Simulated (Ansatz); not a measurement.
# MoS2: how the settings move a single-point run

Aim: see which settings change the result for MoS2, by how much, and at what cost. The cell is built on a prototype (fluorite) and needn't be the phase found in nature.

Method: reference: DFT, HSE06, plane waves, PAW, in Ansatz 0.2.0.

6 further runs of the same task are left out: 2 for a known fault of the program, 4 that didn't finish.

### 1 The starting structure

Symmetry: Fm-3m, No. 225, cubic system. Conventional cell: a = 5.865 Å, b = 5.865 Å, c = 5.865 Å, α = 90.00°, β = 90.00°, γ = 90.00°. Mo (site symmetry m-3m) has 8 S at 2.54 Å as nearest neighbours. S (site symmetry -43m) is surrounded by 4 Mo at 2.54 Å.

Structure file:

```
CELL_PARAMETERS angstrom
0.00000 2.93240 2.93240
2.93240 0.00000 2.93240
2.93240 2.93240 0.00000
ATOMIC_POSITIONS crystal
Mo 0.00000 0.00000 0.00000
S 0.25000 0.25000 0.25000
S 0.75000 0.75000 0.75000
```

### 2 Reference

input.yaml reads:

```yaml
crystal:
  lattice:
    - [0.0, 2.9323968606, 2.9323968606]
    - [2.9323968606, 0.0, 2.9323968606]
    - [2.9323968606, 2.9323968606, 0.0]
  atoms:
    - { symbol: Mo, position: [0.0, 0.0, 0.0] }
    - { symbol: S, position: [0.25, 0.25, 0.25] }
    - { symbol: S, position: [0.75, 0.75, 0.75] }
kpoints:
  mp_grid: { grid: [4, 4, 4] }
hamiltonian:
  xc: hse06
scf:
  occupations: { method: fermi_dirac, width: 0.02 }
  n_extra_bands: 4
output:
  forces: true
  stress: true
  eigenvalues: true
```

On the command line:

```sh
$ ansatz run input.yaml --threads 4 --pin off --max-ram 3686MiB --backend cpu --events-out ev --progress --plain --runs-dir out
```

### 3 Changing settings: exchange pbe, correlation pbe, coeff 0.3, omega 0.3

input.yaml, as its differences from that of step 2:

```diff
@@ -12,3 +12,3 @@
 hamiltonian:
-  xc: hse06
+  xc: { exchange: pbe, correlation: pbe, exx: { coeff: 0.3, omega: 0.3 } }
 scf:
```

### 4 Variant: exchange pbe, correlation pbe, coeff 0.75, omega 0.1

input.yaml, as its differences from that of step 2:

```diff
@@ -12,3 +12,3 @@
 hamiltonian:
-  xc: hse06
+  xc: { exchange: pbe, correlation: pbe, exx: { coeff: 0.75, omega: 0.1 } }
 scf:
```

### 5 Changing settings: xc lc_wpbe

input.yaml, as its differences from that of step 2:

```diff
@@ -12,3 +12,3 @@
 hamiltonian:
-  xc: hse06
+  xc: lc_wpbe
 scf:
```

**Question.** What will these runs give? Wanted: for each run, ending; energy change; pressure; gap; force.

As calculated:

| run | ending | energy change | pressure (GPa) | gap (eV) | force (eV/Å) | cycles | time |
| --- | --- | --- | --- | --- | --- | --- | --- |
| reference | converged | - | -4.6 | 0.00 | 0.00 | 19 | 6.4 s |
| 1: exchange pbe, correlation pbe, coeff 0.3, omega 0.3 | converged | not comparable | -4.8 | 0.00 | 0.00 | 19 | 6.7 s |
| 2: exchange pbe, correlation pbe, coeff 0.75, omega 0.1 | converged | not comparable | -13.1 | 0.00 | 0.00 | 39 | 9.3 s |
| 3: xc lc_wpbe | converged | not comparable | -9.5 | 0.00 | 0.00 | 39 | 11 s |

Residual by cycle in the longest SCF loop of each run; runs are numbered as in the table. The quantity is the density residual dr2, in eV.

| cycle | reference | run 1 | run 2 | run 3 |
| --- | --- | --- | --- | --- |
| 1 | 0.0991 | 0.0983 | 1.2e-4 | 7.9e-5 |
| 2 | 0.00721 | 0.00725 | 3.5e-5 | 4.8e-5 |
| 3 | 0.00259 | 0.00261 | 3.5e-5 | 1.2e-5 |
| 4 | 2.4e-4 | 2.4e-4 | 1.8e-5 | 1.1e-5 |
| 5 | 7.6e-5 | 6.9e-5 | 8.8e-6 | 4.0e-6 |
| 6 | 8.7e-7 | 8.1e-7 | 8.5e-6 | 3.4e-6 |
| 7 | 2.4e-7 | 2.4e-7 | 3.9e-6 | 1.3e-6 |
| 8 | 1.9e-9 | 1.0e-9 | 2.5e-6 | 4.1e-7 |
| 9 | 4.5e-10 | 4.5e-10 | 1.2e-6 | 3.8e-7 |
| 10 | - | - | 3.0e-7 | 2.4e-9 |

**Reading.** The reference leaves spin out although Mo can carry a moment, so its state need not be the lowest.
